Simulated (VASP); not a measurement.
# TiPt3 (Pm-3m) in VASP: further runs

Runs on TiPt3. Level: PBE. Tasks: single point, relaxation of cell and atoms.

Program: VASP 6.6.1. These are calculated values, not measurements. Logs are shortened: lines on timing, memory, paths and dates and some standing lists are left out, and cuts for length are marked.

## 1. The structure

It takes space group Pm-3m (No. 221, cubic). The conventional cell has a = 3.948 Å, b = 3.948 Å, c = 3.948 Å, α = 90.00°, β = 90.00°, γ = 90.00°. Ti (site symmetry m-3m) has 12 Pt at 2.79 Å as nearest neighbours. Pt (site symmetry 4/mmm) is surrounded by 4 Ti at 2.79 Å and 8 Pt at 2.79 Å.

## 2. Single point, PBE

INCAR reads:

```
SYSTEM = TiPt3
PREC = Accurate ; ENCUT = 520
EDIFF = 1E-6 ; ISMEAR = 0
SIGMA = 0.1 ; LREAL = .FALSE.
LASPH = .TRUE. ; NELM = 100
ALGO = Fast ; ISIF = 2
LWAVE = .FALSE. ; LCHARG = .FALSE.
GGA = PE ; NBANDS = 29
```

KPOINTS reads:

```
Automatic mesh
0
G
  10 10 10
  0 0 0
```

POSCAR reads:

```
TiPt3
1.0
    3.9481842894      0.0000000000      0.0000000000
    0.0000000000      3.9481842894      0.0000000000
    0.0000000000      0.0000000000      3.9481842894
Ti Pt
1 3
Direct
    0.0000000000      0.0000000000      0.0000000000
    0.0000000000      0.5000000000      0.5000000000
    0.5000000000      0.0000000000      0.5000000000
    0.5000000000      0.5000000000      0.0000000000
```

Potentials or basis: VASP PAW PBE potentials, release 64 (Ti_sv, Pt).

Started as:

```
cat potpaw_PBE.64/Ti_sv/POTCAR potpaw_PBE.64/Pt/POTCAR > POTCAR
mpirun -np 1 vasp_std > vasp.out
```

OUTCAR:

```text
SYSTEM = TiPt3
   PREC = Accurate
   ENCUT = 520
   EDIFF = 1E-6
   ISMEAR = 0
   LREAL = .FALSE.
   LASPH = .TRUE.
   NELM = 100
   ISIF = 2
   GGA = PE

 ion  position               nearest neighbor table
   1  0.000  0.000  0.000-   2 2.79   3 2.79   4 2.79   2 2.79   3 2.79   2 2.79   4 2.79   2 2.79
                             3 2.79   4 2.79   3 2.79   4 2.79
   2  0.000  0.500  0.500-   1 2.79   3 2.79   4 2.79   1 2.79   4 2.79   1 2.79   3 2.79   1 2.79
                             3 2.79   4 2.79   4 2.79   3 2.79
   3  0.500  0.000  0.500-   1 2.79   2 2.79   4 2.79   1 2.79   4 2.79   2 2.79   4 2.79   4 2.79
                             1 2.79   2 2.79   1 2.79   2 2.79
   4  0.500  0.500  0.000-   1 2.79   2 2.79   3 2.79   2 2.79   3 2.79   1 2.79   3 2.79   3 2.79
                             1 2.79   2 2.79   2 2.79   1 2.79

  LATTYP: Found a simple cubic cell.
 ALAT       =     3.9481842894

  Lattice vectors:

 A1 = (   3.9481842894,   0.0000000000,   0.0000000000)
 A2 = (   0.0000000000,   3.9481842894,   0.0000000000)
 A3 = (   0.0000000000,   0.0000000000,   3.9481842894)

Analysis of symmetry for initial positions (statically):
=====================================================================
 Subroutine PRICEL returns:
 Original cell was already a primitive cell.

 Routine SETGRP: Setting up the symmetry group for a
 simple cubic supercell.

 Subroutine GETGRP returns: Found 48 space group operations
 (whereof 48 operations were pure point group operations)
 out of a pool of 48 trial point group operations.

The static configuration has the point symmetry O_h .

Analysis of symmetry for dynamics (positions and initial velocities):
=====================================================================
 Subroutine PRICEL returns:
 Original cell was already a primitive cell.

 Routine SETGRP: Setting up the symmetry group for a
 simple cubic supercell.

 Subroutine GETGRP returns: Found 48 space group operations
 (whereof 48 operations were pure point group operations)
 out of a pool of 48 trial point group operations.

The dynamic configuration has the point symmetry O_h .

 Subroutine INISYM returns: Found 48 space group operations
 (whereof 48 operations are pure point group operations),
 and found     1 'primitive' translations

----------------------------------------------------------------------------------------

                                     Primitive cell

  volume of cell :      61.5449

  direct lattice vectors                    reciprocal lattice vectors
     3.948184289  0.000000000  0.000000000     0.253280984  0.000000000  0.000000000
     0.000000000  3.948184289  0.000000000     0.000000000  0.253280984  0.000000000
     0.000000000  0.000000000  3.948184289     0.000000000  0.000000000  0.253280984

  length of vectors
     3.948184289  3.948184289  3.948184289     0.253280984  0.253280984  0.253280984

  position of ions in fractional coordinates (direct lattice)
     0.000000000  0.000000000  0.000000000
     0.000000000  0.500000000  0.500000000
     0.500000000  0.000000000  0.500000000
     0.500000000  0.500000000  0.000000000

  ion indices of the primitive-cell ions
   primitive index   ion index
                 1           1
                 2           2
                 3           3
                 4           4

----------------------------------------------------------------------------------------

 KPOINTS: Automatic mesh

Automatic generation of k-mesh.
 Grid dimensions read from file:
 generate k-points for:   10   10   10

 Generating k-lattice:

  Cartesian coordinates                     Fractional coordinates (reciprocal lattice)
     0.025328098  0.000000000  0.000000000     0.100000000  0.000000000  0.000000000
     0.000000000  0.025328098  0.000000000     0.000000000  0.100000000  0.000000000
     0.000000000  0.000000000  0.025328098     0.000000000  0.000000000  0.100000000

  Length of vectors
     0.025328098  0.025328098  0.025328098

  Shift w.r.t. Gamma in fractional coordinates (k-lattice)
     0.000000000  0.000000000  0.000000000

 Subroutine IBZKPT returns following result:
 ===========================================

 Found     56 irreducible k-points:

 Following reciprocal coordinates:
            Coordinates               Weight
  0.000000  0.000000  0.000000      1.000000
  0.100000  0.000000  0.000000      6.000000
  0.200000  0.000000  0.000000      6.000000
  0.300000  0.000000  0.000000      6.000000
  0.400000  0.000000  0.000000      6.000000
  0.500000  0.000000  0.000000      3.000000
[... 16 lines left out ...]
  0.200000  0.100000  0.100000     24.000000
  0.300000  0.100000  0.100000     24.000000
 [... further k-points ...]
   k-points           NKPTS =     56   k-points in BZ     NKDIM =     56   number of bands    NBANDS=     29
   number of dos      NEDOS =    301   number of ions     NIONS =      4
   total plane-waves  NPLWV =  27000
   dimension x,y,z NGX =    30 NGY =   30 NGZ =   30
   dimension x,y,z NGXF=    60 NGYF=   60 NGZF=   60
   ions per type =               1   3
   NGX,Y,Z   is equivalent  to a cutoff of  12.63, 12.63, 12.63 a.u.
   NGXF,Y,Z  is equivalent  to a cutoff of  25.26, 25.26, 25.26 a.u.
 SYSTEM =  TiPt3
   PREC   = accura    normal or accurate (medium, high low for compatibility)
   ISTART =      0    job   : 0-new  1-cont  2-samecut
   ICHARG =      2    charge: 1-file 2-atom 10-const
   ISPIN  =      1    spin polarized calculation?
   LNONCOLLINEAR =      F non collinear calculations
   LSORBIT =      F    spin-orbit coupling
   LASPH  =      T    aspherical Exc in radial PAW
   ENCUT  =  520.0 eV  38.22 Ry    6.18 a.u.   7.34  7.34  7.34*2*pi/ulx,y,z
   NELM   =    100;   NELMIN=  2; NELMDL= -5     # of ELM steps
   EDIFF  = 0.1E-05   stopping-criterion for ELM
   LREAL  =      F    real-space projection
   EDIFFG = 0.1E-04   stopping-criterion for IOM
   NSW    =      0    number of steps for IOM
   IBRION =     -1    ionic relax: 0-MD 1-quasi-New 2-CG
   NFREE  =      0    steps in history (QN), initial steepest desc. (CG)
   ISIF   =      2    stress and relaxation
   ISYM   =      2    0-nonsym 1-usesym 2-fastsym
   POTIM  = 0.5000    time-step for ionic-motion
   TEBEG  =    0.0;   TEEND  =   0.0 temperature during run
   PSTRESS=    0.0 pullay stress
   NELECT =      42.0000    total number of electrons
   NUPDOWN=      -1.0000    fix difference up-down
   EMIN   =  10.00;   EMAX   =-10.00  energy-range for DOS
   EFERMI =   0.00;   METHOD = LEGACY
   ISMEAR =     0;   SIGMA  =   0.10  broadening in eV -4-tet -1-fermi 0-gaus
   EFERMI_NEDOS =   21; number of points for ismear=-14 and -15
   IALGO  =     68    algorithm
   IMIX   =      4    mixing-type and parameters
     AMIX     =   0.40;   BMIX     =  1.00
     AMIX_MAG =   1.60;   BMIX_MAG =  1.00
  volume/ion in A,a.u.               =      15.39       103.83
  Fermi-wavevector in a.u.,A,eV,Ry     =   1.441320  2.723700 28.264801  2.077404
  Thomas-Fermi vector in A             =   2.559966
   LORBIT       =      0    0 simple, 1 ext, 2 COOP (PROOUT), +10 PAW based schemes
   GGA     = PE    functional components
   LHFCALC =     F    Hartree Fock is set to
   AEXX    =    0.0000 exact exchange contribution
   IVDW    =     0    specifies the selected vdW correction
   LEPSILON=     F    determine dielectric tensor
   LRPA    =     F    only Hartree local field effects (RPA)
 non-spin polarized calculation
 RMM-DIIS sequential band-by-band and
 Gauss-broadening in eV      SIGMA  =   0.10
  energy-cutoff  :      520.00
  volume of cell :       61.54
 maximum number of plane-waves:      1683
 NGX is ok and might be reduce to    30
   NGX = 15   NGY = 15   NGZ = 15

 number of electron      42.0000003 magnetization

 Free energy of the ion-electron system (eV)
  ---------------------------------------------------
  ext. energy  EPLUGINS =         0.00000000
  ---------------------------------------------------
  free energy    TOTEN  =       -29.55979503 eV

  energy without entropy =      -29.55385358  energy(sigma->0) =      -29.55682431

 E-fermi :  11.1766     XC(G=0): -13.0564

 val. band max:       11.1640406281   @ k =   0.5000   0.1000   0.0000
 cond. band min:      11.1841186875   @ k =   0.0000   0.0000   0.0000
 fundamental gap:      0.0200780593
 Fermi energy:        11.1765736987

 k-point     1 :       0.0000    0.0000    0.0000
  band No.  band energies     occupation
      1     -47.0698      2.00000
      2     -23.2759      2.00000
      3     -23.2759      2.00000
      4     -23.2759      2.00000
      5       1.3307      2.00000
      6       4.1541      2.00000
[... 21 lines left out ...]
     28      13.0695      0.00000
     29      19.1698      0.00000

 k-point     2 :       0.1000    0.0000    0.0000
  band No.  band energies     occupation
      1     -47.0697      2.00000
      2     -23.2781      2.00000
      3     -23.2762      2.00000
      4     -23.2762      2.00000
      5       1.4589      2.00000
      6       4.2341      2.00000
[... 21 lines left out ...]
     28      13.8950      0.00000
     29      18.9643      0.00000

 k-point     3 :       0.2000    0.0000    0.0000
  band No.  band energies     occupation
      1     -47.0694      2.00000
      2     -23.2838      2.00000
      3     -23.2771      2.00000
      4     -23.2771      2.00000
      5       1.8330      2.00000
      6       4.4539      2.00000
[... 21 lines left out ...]
     28      15.1300      0.00000
     29      18.5119      0.00000

 k-point     4 :       0.3000    0.0000    0.0000
  band No.  band energies     occupation
      1     -47.0689      2.00000
      2     -23.2910      2.00000
      3     -23.2781      2.00000
      4     -23.2781      2.00000
      5       2.4148      2.00000
      6       4.6884      2.00000
[... 21 lines left out ...]
     28      16.4455      0.00000
     29      18.0608      0.00000

 k-point     5 :       0.4000    0.0000    0.0000
  band No.  band energies     occupation
      1     -47.0686      2.00000
      2     -23.2967      2.00000
      3     -23.2789      2.00000
      4     -23.2789      2.00000
      5       3.0974      2.00000
      6       4.6903      2.00000
[... 21 lines left out ...]
     28      17.7450      0.00000
     29      17.7745      0.00000
[... 510 lines left out ...]
     28      14.1901      0.00000
     29      21.4929      0.00000

 k-point    22 :       0.1000    0.1000    0.1000
  band No.  band energies     occupation
      1     -47.0695      2.00000
      2     -23.2801      2.00000
      3     -23.2778      2.00000
      4     -23.2778      2.00000
      5       1.7079      2.00000
      6       4.3898      2.00000
[... 21 lines left out ...]
     28      14.2328      0.00000
     29      19.5066      0.00000

 k-point    23 :       0.2000    0.1000    0.1000
  band No.  band energies     occupation
      1     -47.0692      2.00000
      2     -23.2846      2.00000
      3     -23.2792      2.00000
      4     -23.2784      2.00000
      5       2.0671      2.00000
      6       4.6042      2.00000
[... 21 lines left out ...]
     28      15.0303      0.00000
     29      18.8384      0.00000

 k-point    24 :       0.3000    0.1000    0.1000
  band No.  band energies     occupation
      1     -47.0688      2.00000
      2     -23.2907      2.00000
      3     -23.2804      2.00000
      4     -23.2791      2.00000
      5       2.6266      2.00000
      6       4.8516      2.00000
[... 21 lines left out ...]
     28      16.0956      0.00000
     29      18.2855      0.00000

 [... further k-points ...]
[... 5 lines left out ...]
  --------------------------------------------------------------------------------------
  -------------------------------------------------------------------------------------
  Total       -0.1087047     -0.1087047     -0.1087047     -0.0000000     -0.0000000      0.0000000
  in kB       -2.8298722     -2.8298722     -2.8298722     -0.0000000     -0.0000000      0.0000000
  external PRESSURE =      -2.8298722 kB  Pullay stress =       0.0000000 kB

 VOLUME and BASIS-vectors are now :
 -----------------------------------------------------------------------------
  energy-cutoff  :      520.00
  volume of cell :       61.54
      direct lattice vectors                 reciprocal lattice vectors
     3.948184289  0.000000000  0.000000000     0.253280984  0.000000000  0.000000000
     0.000000000  3.948184289  0.000000000     0.000000000  0.253280984  0.000000000
     0.000000000  0.000000000  3.948184289     0.000000000  0.000000000  0.253280984

 POSITION                                       TOTAL-FORCE (eV/Angst)
 -----------------------------------------------------------------------------------
      0.00000      0.00000      0.00000         0.000000      0.000000      0.000000
      0.00000      1.97409      1.97409         0.000000      0.000000      0.000000
      1.97409      0.00000      1.97409         0.000000      0.000000      0.000000
      1.97409      1.97409      0.00000         0.000000      0.000000      0.000000
 -----------------------------------------------------------------------------------
    total drift:                                0.000000      0.000000     -0.000000

  FREE ENERGIE OF THE ION-ELECTRON SYSTEM (eV)
  ---------------------------------------------------
  free  energy   TOTEN  =       -29.5597950341 eV

  energy  without entropy=      -29.5538535780  energy(sigma->0) =      -29.55682431
```

It took 2 min on 1 thread of Intel Xeon Platinum 8488C (Sapphire Rapids), shared host; peak memory 0.22 GiB.

What came out:

```yaml
Free_energy: -29.5598 eV
Pressure: -0.3 GPa
Band_gap_on_the_k_mesh: none (metal or under the smearing width)
```

Levels at points of the mesh, in eV from the Fermi level:
```csv
k point,band 17,band 18,band 19,band 20,band 21,band 22,band 23,band 24,band 25,band 26
"(0.00, 0.00, 0.00)",-0.54,0.01,0.01,0.01,1.30,1.30,1.60,1.60,1.60,1.89
"(0.50, 0.00, 0.00)",-2.55,-2.55,-2.48,-1.33,-0.19,-0.19,0.01,0.45,0.72,1.86
"(0.50, 0.50, 0.00)",-2.96,-2.96,-2.31,-2.20,-2.15,0.20,0.20,0.36,1.40,1.40
"(0.50, 0.50, 0.50)",-0.81,-0.61,-0.61,-0.61,-0.46,-0.46,-0.46,1.12,1.12,1.12
```

Spin-orbit coupling is left out, which matters for the levels of Pt.

[end of part 1 of 2]
